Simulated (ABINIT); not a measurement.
The system is Bi.

```
Bi
1.0
    -1.98143    1.98143    1.98143
     1.98143   -1.98143    1.98143
     1.98143    1.98143   -1.98143
Bi
1
Direct
  0.00000 0.00000 0.00000
```

This isn't the form of Bi at room conditions, which is rhombohedral.

Base run:

* Program: ABINIT 10.8.3 (patched build)
* Functional: PBEsol
* Potentials or basis: JTH PAW PBE v2.0
* Cutoff: 599 eV
* k mesh: 9 × 9 × 9
* Occupations: fermi-dirac, width 0.05 eV
* Spin: spin-orbit coupling, no magnetisation

Its results: band gap on the k mesh none (metal or under the smearing width); pressure -0.7 GPa.

Problem. After a change of settings the same cell gave: band gap on the k mesh none (metal or under the smearing width); pressure -2.2 GPa. Which change was it?
A. k mesh from 9 × 9 × 9 to 12 × 12 × 12; spin from spin-orbit coupling, no magnetisation to no spin polarisation
B. functional from PBEsol to RPBE
C. functional from PBEsol to HCTH407

Solution. A.

Caveats: the PAW data sets were made with another functional, which shifts forces and pressure a little; spin-orbit coupling is left out, which moves the levels of the heavy elements (some runs).
